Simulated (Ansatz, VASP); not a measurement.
# One calculation of Bi, two programs

File INCAR:

```
PREC = Accurate
ENCUT = 520
EDIFF = 1E-6
ISMEAR = 0
SIGMA = 0.01
LREAL = False
LASPH = True
NELM = 100
ALGO = Normal
ISIF = 2
LWAVE = False
LCHARG = False
LDIPOL = True
IDIPOL = 3
DIPOL = 0.5 0.5 0.344
GGA = PE
NBANDS = 22
```

Contents of KPOINTS:

```
regular mesh
0
Gamma
  6 6 1
```

Contents of POSCAR:

```
Bi
1.0
    4.3148968867      0.0000000000      0.0000000000
   -2.1574484433      3.7368103186      0.0000000000
    0.0000000000      0.0000000000     27.0530695984
Bi
2
Direct
    0.3333333333      0.6666666667      0.3127438498
    0.6666666667      0.3333333333      0.3757744986
```

Input for Ansatz:

```yaml
crystal:
  lattice:
    - [4.3148968867, 0.0, 0.0]
    - [-2.1574484433, 3.7368103186, 0.0]
    - [0.0, 0.0, 27.0530695984]
  atoms:
    - { symbol: Bi, position: [0.3333333333, 0.6666666667, 0.3127438498] }
    - { symbol: Bi, position: [0.6666666667, 0.3333333333, 0.3757744986] }
  periodic: [true, true, false]
kpoints:
  mp_grid: { grid: [6, 6, 1] }
hamiltonian:
  xc: pbe
scf:
  occupations: { method: fixed }
output:
  optics:
    e_range: [0, 12]
    de: 0.05
    sigma: 0.1
    bands: { spectra_wanted_up_to: 12 }
```

Alike in both runs: task single point; functional PBE; k mesh 6 × 6 × 1; no spin polarisation.

|  | VASP | Ansatz |
| --- | --- | --- |
| version | VASP 6.6.1 | Ansatz 0.2.0 |
| potentials or method | VASP PAW PBE potentials, release 64 (Bi_d) | plane waves, PAW |
| plane-wave cutoff (eV) | 520 | 420 |
| occupations | gaussian, width 0.01 eV | fixed |
| valence electrons in the cell | 30 | 30 |

Ansatz gave:

* gap on the k mesh at the Fermi level (eV): 0.59

Task: Which values does VASP return?

Result: gap on the k mesh at the Fermi level (eV): 0.58.

Caveats: spin-orbit coupling is left out, which as a rule narrows the gap of such compounds by several tenths of an eV.
